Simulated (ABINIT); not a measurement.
CuO (Tenorite), 4 atoms in the cell. Symmetry: C2/c, No. 15, monoclinic system. Conventional cell: a = 4.684 Å, b = 3.423 Å, c = 5.129 Å, α = 90.00°, β = 99.54°, γ = 90.00°. Cu (site symmetry -1) is surrounded by 4 O at 1.95 to 1.96 Å. O (site symmetry 2) has 4 Cu at 1.95 to 1.96 Å as nearest neighbours. 

* Program: ABINIT 10.8.3 (patched build)
* Task: single point
* Functional: PBE
* Potentials or basis: PseudoDojo NC SR PBE v0.4.1 standard
* Cutoff: 1252 eV
* k mesh: 8 × 8 × 4
* Occupations: fermi-dirac, width 0.05 eV
* Spin: no spin polarisation

Potentials or basis: PseudoDojo NC SR PBE v0.4.1 standard.

Command:

```bash
$ mpirun --bind-to none -np 4 abinit run.abi > log 2>&1
```

Hardware: 4 MPI ranks on Arm Neoverse V1 (shared host).

**Question.** Estimate the wall time of this run.

**Answer.** It took 100 s on 4 MPI ranks on Arm Neoverse V1, with other jobs on the host, peak memory 0.44 GiB a rank. Counts: scf iterations 13, mpi ranks 4, k points 78, bands 30, plane waves 4097.
